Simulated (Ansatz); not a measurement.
# AgBr: the cost of one run

Computed with Ansatz 0.2.0 (DFT PBE, scalar-relativistic, plane waves, PAW, unless a step's input says otherwise).

The COD entry's cell or inner coordinates are ideal or old and differ from later refinements, so a difference from it is no clean test against experiment.

2 further runs of the same task are left out: 2 set aside as unsound or not needed.

### Step 1. The system as given

It takes space group Fm-3m (No. 225, cubic). Conventional cell: a = 5.843 Å, b = 5.843 Å, c = 5.843 Å, α = 90.00°, β = 90.00°, γ = 90.00°. Ag (site symmetry m-3m) is surrounded by 6 Br at 2.92 Å. Br (site symmetry m-3m) has 6 Ag at 2.92 Å as nearest neighbours.

Structure file:

```cif
data_structure
_symmetry_space_group_name_H-M 'Fm-3m'
_symmetry_Int_Tables_number 225
_cell_length_a 5.8433
_cell_length_b 5.8433
_cell_length_c 5.8433
_cell_angle_alpha 90.000
_cell_angle_beta 90.000
_cell_angle_gamma 90.000
_cell_volume 199.52
loop_
_atom_site_label
_atom_site_type_symbol
_atom_site_symmetry_multiplicity
_atom_site_Wyckoff_symbol
_atom_site_fract_x
_atom_site_fract_y
_atom_site_fract_z
_atom_site_occupancy
Ag1 Ag 4 a 0.00000 0.00000 0.00000 1
Br1 Br 4 b 0.50000 0.00000 0.00000 1
```

It is the result of an earlier relaxation at this level (volume 24.94 Å³/atom; gap on the mesh: 0.69 eV).

### Step 2. Static run: bands, density of states and charges

Input file input.yaml:

```yaml
crystal:
  lattice:
    - [0.0, 2.9216612818, 2.9216612818]
    - [2.9216612818, 0.0, 2.9216612818]
    - [2.9216612818, 2.9216612818, 0.0]
  atoms:
    - { symbol: Ag, position: [0.0, 0.0, 0.0] }
    - { symbol: Br, position: [0.5, 0.5, 0.5] }
basis:
  ecutwfc: 420
kpoints:
  mp_grid: { grid: [8, 8, 8] }
  band_path:
    path:
      - [[0.0, 0.0, 0.0], [0.5, 0.0, 0.5], [0.625, 0.25, 0.625]]
      - [[0.375, 0.375, 0.75], [0.0, 0.0, 0.0], [0.5, 0.5, 0.5], [0.5, 0.25, 0.75], [0.5, 0.0, 0.5]]
    npoints: 14
hamiltonian:
  xc: pbe
scf:
  occupations: { method: gaussian, width: 0.02 }
  n_extra_bands: 6
output:
  forces: true
  stress: true
  eigenvalues: true
  populations: true
  dos: { projected: true, de: 0.02, nscf_kmesh: { grid: [12, 12, 12] } }
  bader: true
  write_density: true
  write_potential: true
  elf: true
  volumetric_format: npy
```

The run is started by

```bash
> ansatz run input.yaml --threads 1 --pin off --max-ram 2560MiB --backend cpu --events-out ev --progress --plain --runs-dir out
```

Q: Estimate wall time and peak memory on 1 thread of Arm Neoverse V2, shared host.

About 10 s, with a peak of 0.31 GiB.
